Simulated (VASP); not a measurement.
Here is a VASP 6.6.1 calculation.

The input INCAR:

```
SYSTEM = Hf
PREC = Accurate
ENCUT = 520
EDIFF = 1E-7
ISMEAR = 0
SIGMA = 0.1
LREAL = .False.
LASPH = .True.
NELM = 100
ALGO = Normal
ISIF = 2
LWAVE = .False.
LCHARG = .False.
GGA = PE
NBANDS = 28
```

File KPOINTS:

```
regular mesh
0
Gamma
  6 6 2
  0 0 0
```

File POSCAR:

```
Hf
1.0
    2.2319466030     -2.2297021326      0.0000000000
    2.2319466030      2.2297021326      0.0000000000
    0.0000000000      0.0000000000      9.0948519664
Hf
4
Direct
    0.7500327729      0.2499672271      0.1249912338
    0.7499672271      0.2500327729      0.6249912338
    0.2499672271      0.7500327729      0.8750087662
    0.2500327729      0.7499672271      0.3750087662
```

Potentials or basis: VASP PAW PBE potentials, release 64 (Hf_pv).

The run is started by

```console
$ cat potpaw_PBE.64/Hf_pv/POTCAR > POTCAR
$ mpirun -np 1 vasp_std > vasp.out
```

(1) What does it give for the band gap on the k mesh?

(2) What does it give for the pressure?

Results:

(1) none (metal or under the smearing width).

(2) -0.5 GPa.
